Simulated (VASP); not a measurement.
# HgTe (Coloradoite) (F-43m) in VASP: notebook

Aim: see how the results for HgTe (Coloradoite) move with the level of theory and the settings. Levels: LDA, PBEsol. Tasks: relaxation of the atoms, relaxation of cell and atoms.

Program: VASP 6.6.1. These are calculated values, not measurements. Logs are shortened: lines on timing, memory, paths and dates and some standing lists are left out, and cuts for length are marked.

## Step 1: Starting point

Symmetry: F-43m, No. 216, cubic system. The conventional cell has a = 6.429 Å, b = 6.429 Å, c = 6.429 Å, α = 90.00°, β = 90.00°, γ = 90.00°. Hg (site symmetry -43m) has 4 Te at 2.78 Å as nearest neighbours. Te (site symmetry -43m) is surrounded by 4 Hg at 2.78 Å.

## Step 2: Relaxation of the atoms, LDA (a relaxed cell with its volume scaled by 1.06)

The input, INCAR:

```
SYSTEM = HgTe
PREC     = Accurate       ! precision mode
ENCUT    = 600            ! plane-wave cutoff, eV
EDIFF    = 1E-7           ! SCF threshold, eV
ISMEAR   = 0              ! smearing method
SIGMA    = 0.03           ! smearing width, eV
LREAL    = .False.        ! projectors in reciprocal space
LASPH    = .True.         ! aspherical terms in the spheres
NELM     = 80             ! most SCF steps
ALGO     = Normal         ! electronic algorithm
ISIF     = 2              ! what is computed and relaxed
LWAVE    = .False.        ! write WAVECAR
LCHARG   = .False.        ! write CHGCAR
GGA      = CA             ! functional
IBRION   = 2              ! ionic algorithm
NSW      = 40             ! ionic steps
EDIFFG   = -0.01          ! ionic threshold
```

The input, KPOINTS:

```
regular mesh
0
Gamma
  10 10 10
  0 0 0
```

The input, POSCAR:

```
HgTe                                    
1.0
    0.0000000000      3.2873349116      3.2873349116
    3.2873349116      0.0000000000      3.2873349116
    3.2873349116      3.2873349116      0.0000000000
  Hg              Te            
     1     1
Direct
     0.0000000000000000    0.0000000000000000    0.0000000000000000
     0.2500000000000000    0.2500000000000000    0.2500000000000000
```

Potentials or basis: VASP PAW LDA potentials, release 64 (Hg, Te).

Launch:

```sh
$ cat potpaw_LDA.64/Hg/POTCAR potpaw_LDA.64/Te/POTCAR > POTCAR
$ mpirun -np 1 vasp_std > vasp.out
```

OUTCAR:

```text
SYSTEM = HgTe
   PREC = Accurate
   ENCUT = 600
   EDIFF = 1E-7
   ISMEAR = 0
   LREAL = .False.
   LASPH = .True.
   NELM = 80
   ISIF = 2
   GGA = CA
   IBRION = 2
   NSW = 40
   EDIFFG = -0.01

 ion  position               nearest neighbor table
   1  0.000  0.000  0.000-   2 2.85   2 2.85   2 2.85   2 2.85
   2  0.250  0.250  0.250-   1 2.85   1 2.85   1 2.85   1 2.85

  LATTYP: Found a face centered cubic cell.
 ALAT       =     6.5746698232

  Lattice vectors:

 A1 = (   0.0000000000,   3.2873349116,   3.2873349116)
 A2 = (   3.2873349116,   0.0000000000,   3.2873349116)
 A3 = (   3.2873349116,   3.2873349116,   0.0000000000)

Analysis of symmetry for initial positions (statically):
=====================================================================
 Subroutine PRICEL returns:
 Original cell was already a primitive cell.

 Routine SETGRP: Setting up the symmetry group for a
 face centered cubic supercell.

 Subroutine GETGRP returns: Found 24 space group operations
 (whereof 24 operations were pure point group operations)
 out of a pool of 48 trial point group operations.

The static configuration has the point symmetry T_d .

Analysis of symmetry for dynamics (positions and initial velocities):
=====================================================================
 Subroutine PRICEL returns:
 Original cell was already a primitive cell.

 Routine SETGRP: Setting up the symmetry group for a
 face centered cubic supercell.

 Subroutine GETGRP returns: Found 24 space group operations
 (whereof 24 operations were pure point group operations)
 out of a pool of 48 trial point group operations.

The dynamic configuration has the point symmetry T_d .

 Subroutine INISYM returns: Found 24 space group operations
 (whereof 24 operations are pure point group operations),
 and found     1 'primitive' translations

----------------------------------------------------------------------------------------

                                     Primitive cell

  volume of cell :      71.0496

  direct lattice vectors                    reciprocal lattice vectors
     0.000000000  3.287334912  3.287334912    -0.152098893  0.152098893  0.152098893
     3.287334912  0.000000000  3.287334912     0.152098893 -0.152098893  0.152098893
     3.287334912  3.287334912  0.000000000     0.152098893  0.152098893 -0.152098893

  length of vectors
     4.648993616  4.648993616  4.648993616     0.263443010  0.263443010  0.263443010

  position of ions in fractional coordinates (direct lattice)
     0.000000000  0.000000000  0.000000000
     0.250000000  0.250000000  0.250000000

  ion indices of the primitive-cell ions
   primitive index   ion index
                 1           1
                 2           2

----------------------------------------------------------------------------------------

 KPOINTS: regular mesh

Automatic generation of k-mesh.
 Grid dimensions read from file:
 generate k-points for:   10   10   10

 Generating k-lattice:

  Cartesian coordinates                     Fractional coordinates (reciprocal lattice)
    -0.015209889  0.015209889  0.015209889     0.100000000  0.000000000  0.000000000
     0.015209889 -0.015209889  0.015209889     0.000000000  0.100000000  0.000000000
     0.015209889  0.015209889 -0.015209889     0.000000000  0.000000000  0.100000000

  Length of vectors
     0.026344301  0.026344301  0.026344301

  Shift w.r.t. Gamma in fractional coordinates (k-lattice)
     0.000000000  0.000000000  0.000000000

 Subroutine IBZKPT returns following result:
 ===========================================

 Found     47 irreducible k-points:

 Following reciprocal coordinates:
            Coordinates               Weight
  0.000000  0.000000  0.000000      1.000000
  0.100000  0.000000  0.000000      8.000000
  0.200000  0.000000  0.000000      8.000000
  0.300000  0.000000  0.000000      8.000000
  0.400000  0.000000  0.000000      8.000000
  0.500000  0.000000  0.000000      4.000000
[... 16 lines left out ...]
  0.300000  0.300000  0.000000      6.000000
  0.400000  0.300000  0.000000     24.000000
 [... further k-points ...]
   k-points           NKPTS =     47   k-points in BZ     NKDIM =     47   number of bands    NBANDS=     13
   number of dos      NEDOS =    301   number of ions     NIONS =      2
   total plane-waves  NPLWV =  64000
   dimension x,y,z NGX =    40 NGY =   40 NGZ =   40
   dimension x,y,z NGXF=    80 NGYF=   80 NGZF=   80
   ions per type =               1   1
   NGX,Y,Z   is equivalent  to a cutoff of  14.30, 14.30, 14.30 a.u.
   NGXF,Y,Z  is equivalent  to a cutoff of  28.61, 28.61, 28.61 a.u.
 SYSTEM =  HgTe
   PREC   = accura    normal or accurate (medium, high low for compatibility)
   ISTART =      0    job   : 0-new  1-cont  2-samecut
   ICHARG =      2    charge: 1-file 2-atom 10-const
   ISPIN  =      1    spin polarized calculation?
   LNONCOLLINEAR =      F non collinear calculations
   LSORBIT =      F    spin-orbit coupling
   LASPH  =      T    aspherical Exc in radial PAW
   ENCUT  =  600.0 eV  44.10 Ry    6.64 a.u.   9.29  9.29  9.29*2*pi/ulx,y,z
   NELM   =     80;   NELMIN=  2; NELMDL= -5     # of ELM steps
   EDIFF  = 0.1E-06   stopping-criterion for ELM
   LREAL  =      F    real-space projection
   EDIFFG = -.1E-01   stopping-criterion for IOM
   NSW    =     40    number of steps for IOM
   IBRION =      2    ionic relax: 0-MD 1-quasi-New 2-CG
   NFREE  =      1    steps in history (QN), initial steepest desc. (CG)
   ISIF   =      2    stress and relaxation
   ISYM   =      2    0-nonsym 1-usesym 2-fastsym
   POTIM  = 0.5000    time-step for ionic-motion
   TEBEG  =    0.0;   TEEND  =   0.0 temperature during run
   PSTRESS=    0.0 pullay stress
   NELECT =      18.0000    total number of electrons
   NUPDOWN=      -1.0000    fix difference up-down
   EMIN   =  10.00;   EMAX   =-10.00  energy-range for DOS
   EFERMI =   0.00;   METHOD = LEGACY
   ISMEAR =     0;   SIGMA  =   0.03  broadening in eV -4-tet -1-fermi 0-gaus
   EFERMI_NEDOS =   21; number of points for ismear=-14 and -15
   IALGO  =     38    algorithm
   IMIX   =      4    mixing-type and parameters
     AMIX     =   0.40;   BMIX     =  1.00
     AMIX_MAG =   1.60;   BMIX_MAG =  1.00
  volume/ion in A,a.u.               =      35.52       239.73
  Fermi-wavevector in a.u.,A,eV,Ry     =   1.035885  1.957540 14.599848  1.073059
  Thomas-Fermi vector in A             =   2.170250
   LORBIT       =      0    0 simple, 1 ext, 2 COOP (PROOUT), +10 PAW based schemes
   GGA     = CA    functional components
   LHFCALC =     F    Hartree Fock is set to
   AEXX    =    0.0000 exact exchange contribution
   IVDW    =     0    specifies the selected vdW correction
   LEPSILON=     F    determine dielectric tensor
   LRPA    =     F    only Hartree local field effects (RPA)
 conjugate gradient relaxation of ions
 non-spin polarized calculation
 Gauss-broadening in eV      SIGMA  =   0.03
  energy-cutoff  :      600.00
  volume of cell :       71.05
 maximum number of plane-waves:      2421
 NGX is ok and might be reduce to    40
   NGX = 19   NGY = 19   NGZ = 19

 number of electron      17.9999999 magnetization

 Free energy of the ion-electron system (eV)
  ---------------------------------------------------
  ext. energy  EPLUGINS =         0.00000000
  ---------------------------------------------------
  free energy    TOTEN  =        -5.00697140 eV

  energy without entropy =       -5.00692512  energy(sigma->0) =       -5.00694826

 E-fermi :   2.3792     XC(G=0):  -8.8787

 val. band max:        2.3700566263   @ k =   0.0000   0.0000   0.0000
 cond. band min:       2.7964223184   @ k =   0.1000   0.0000   0.0000
 fundamental gap:      0.4263656921
 Fermi energy:         2.3791937138

 k-point     1 :       0.0000    0.0000    0.0000
  band No.  band energies     occupation
      1      -9.3194      2.00000
      2      -4.7178      2.00000
      3      -4.7178      2.00000
      4      -4.7178      2.00000
      5      -4.2446      2.00000
      6      -4.2446      2.00000
      7       1.3835      2.00000
      8       2.3701      1.33333
      9       2.3701      1.33333
     10       2.3701      1.33333
     11       6.6129      0.00000
     12       6.6129      0.00000
     13       6.6129      0.00000

 k-point     2 :       0.1000    0.0000    0.0000
  band No.  band energies     occupation
      1      -9.2742      2.00000
      2      -4.7052      2.00000
      3      -4.7052      2.00000
      4      -4.7005      2.00000
      5      -4.2459      2.00000
      6      -4.2459      2.00000
      7       0.7040      2.00000
      8       2.2656      2.00000
      9       2.2656      2.00000
     10       2.7964      0.00000
     11       6.4707      0.00000
     12       6.7567      0.00000
     13       6.7567      0.00000

 k-point     3 :       0.2000    0.0000    0.0000
  band No.  band energies     occupation
      1      -9.1524      2.00000
      2      -4.6738      2.00000
      3      -4.6738      2.00000
      4      -4.6323      2.00000
      5      -4.2470      2.00000
      6      -4.2470      2.00000
      7      -0.3868      2.00000
      8       2.0172      2.00000
      9       2.0172      2.00000
     10       3.1031      0.00000
     11       6.7201      0.00000
     12       7.0663      0.00000
     13       7.0663      0.00000
[... 305 lines left out ...]
 k-point    23 :       0.3000    0.3000    0.0000
  band No.  band energies     occupation
      1      -8.8824      2.00000
      2      -4.6010      2.00000
      3      -4.5338      2.00000
      4      -4.5338      2.00000
      5      -4.2438      2.00000
      6      -4.2086      2.00000
      7      -1.4942      2.00000
      8       0.8778      2.00000
      9       0.8778      2.00000
     10       4.2700      0.00000
     11       5.1817      0.00000
     12       9.0167      0.00000
     13       9.0305      0.00000

 k-point    24 :       0.4000    0.3000    0.0000
  band No.  band energies     occupation
      1      -8.7745      2.00000
      2      -4.5680      2.00000
      3      -4.4954      2.00000
      4      -4.4652      2.00000
      5      -4.2035      2.00000
      6      -4.1557      2.00000
      7      -2.0397      2.00000
      8       0.4995      2.00000
      9       0.6788      2.00000
     10       4.3718      0.00000
     11       5.2971      0.00000
     12       8.6590      0.00000
     13       9.3911      0.00000

 [... further k-points ...]

------------------------ aborting loop because EDIFF is reached ----------------------------------------

  FORCE on cell =-STRESS in cart. coord.  units (eV):
  Direction    XX          YY          ZZ          XY          YZ          ZX
  --------------------------------------------------------------------------------------
  -------------------------------------------------------------------------------------
  Total       -1.0529839     -1.0529839     -1.0529839      0.0000000      0.0000000     -0.0000000
  in kB      -23.7449072    -23.7449072    -23.7449072      0.0000000      0.0000000     -0.0000000
  external PRESSURE =     -23.7449072 kB  Pullay stress =       0.0000000 kB

 VOLUME and BASIS-vectors are now :
 -----------------------------------------------------------------------------
  energy-cutoff  :      600.00
  volume of cell :       71.05
      direct lattice vectors                 reciprocal lattice vectors
     0.000000000  3.287334912  3.287334912    -0.152098893  0.152098893  0.152098893
     3.287334912  0.000000000  3.287334912     0.152098893 -0.152098893  0.152098893
     3.287334912  3.287334912  0.000000000     0.152098893  0.152098893 -0.152098893

 POSITION                                       TOTAL-FORCE (eV/Angst)
 -----------------------------------------------------------------------------------
      0.00000      0.00000      0.00000        -0.000000     -0.000000     -0.000000
      1.64367      1.64367      1.64367         0.000000      0.000000      0.000000
 -----------------------------------------------------------------------------------
    total drift:                                0.000000      0.000000      0.000000

  FREE ENERGIE OF THE ION-ELECTRON SYSTEM (eV)
  ---------------------------------------------------
  free  energy   TOTEN  =        -5.0069713951 eV

  energy  without entropy=       -5.0069251162  energy(sigma->0) =       -5.00694826

 reached required accuracy - stopping structural energy minimisation
```

Run time: 20 s. Hardware: 1 thread of Intel Xeon 6975P-C (Granite Rapids), shared host; peak memory 0.23 GiB.

Results:

```yaml
Free_energy: -5.0070 eV
Pressure_after_relaxing: -2.4 GPa
Band_gap_on_the_k_mesh: none (metal or under the smearing width)
```

Final structure:
```
Hg Te
1.0
     0.00000    3.28733    3.28733
     3.28733    0.00000    3.28733
     3.28733    3.28733    0.00000
Hg Te
1 1
Direct
  0.00000 0.00000 0.00000
  0.25000 0.25000 0.25000
```

Caveat: the relaxation stopped at its first step, so nothing moved. Spin-orbit coupling is left out, which matters for the levels of Hg, Te.

(Part 1 of 2 ends here.)
